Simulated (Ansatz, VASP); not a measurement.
## One calculation of HfC, two programs

INCAR

```
PREC = Accurate
ENCUT = 520
EDIFF = 1E-6
ISMEAR = -1
SIGMA = 0.05
LREAL = F
LASPH = T
NELM = 80
ALGO = Normal
ISIF = 2
LWAVE = F
LCHARG = F
GGA = PE
NBANDS = 14
```

Contents of KPOINTS:

```
regular mesh
0
Gamma
  15 15 15
```

POSCAR

```
HfC
1.0
   -0.0232500000      2.3133750000      2.3133750000
    2.3133750000     -0.0232500000      2.3133750000
    2.3133750000      2.3133750000     -0.0232500000
Hf C
1 1
Direct
    0.5000000000      0.5000000000      0.5000000000
    0.0000000000      0.0000000000      0.0000000000
```

Input for Ansatz:

```yaml
crystal:
  lattice:
    - [-0.02325, 2.313375, 2.313375]
    - [2.313375, -0.02325, 2.313375]
    - [2.313375, 2.313375, -0.02325]
  atoms:
    - { symbol: Hf, position: [0.5, 0.5, 0.5] }
    - { symbol: C, position: [0.0, 0.0, 0.0] }
kpoints:
  mp_grid: { grid: [15, 15, 15] }
  band_path:
    path:
      - [0.0, 0.0, 0.0]
      - [0.5, 0.5, 0.5]
      - [0.2525443832, 0.5, 0.7474556168]
      - [-0.2525443832, 0.2525443832, 0.5]
      - [0.0, 0.0, 0.5]
      - [0.0, 0.0, 0.0]
      - [-0.3762721916, 0.0, 0.3762721916]
      - [0.0, 0.3762721916, 0.6237278084]
      - [0.0, 0.5, 0.5]
    npoints: 5
scf:
  occupations: { method: fermi_dirac, width: 0.05 }
hamiltonian:
  xc: pbe
  pseudopotentials: { kind: all_electron, lapw: { basis_error: 0.001 } }
output:
  forces: true
  stress: true
  eigenvalues: true
```

Change from the starting cell: equal xy, yz and zx shear strains of -1 %.

Alike in both runs: task single point; functional PBE; k mesh 15 × 15 × 15; occupations fermi-dirac, width 0.05 eV; no spin polarisation.

|  | VASP | Ansatz |
| --- | --- | --- |
| version | VASP 6.6.1 | Ansatz 0.2.0 |
| potentials or method | VASP PAW PBE potentials, release 64 (Hf_pv, C) | all-electron LAPW, scalar-relativistic |
| plane-wave cutoff (eV) | 520 | see its input |

Ansatz gave:

- pressure (GPa): 0.3
- largest component of the traceless stress (GPa): 1.64

Task: What did VASP give for the same quantities?

Result: Pressure (GPa): -0.4; largest component of the traceless stress (GPa): 1.64.

Ansatz ran all-electron here, so the differences hold the error of VASP's frozen core and of both bases.

The runs have no spin-orbit coupling, so splittings on Hf are missing.
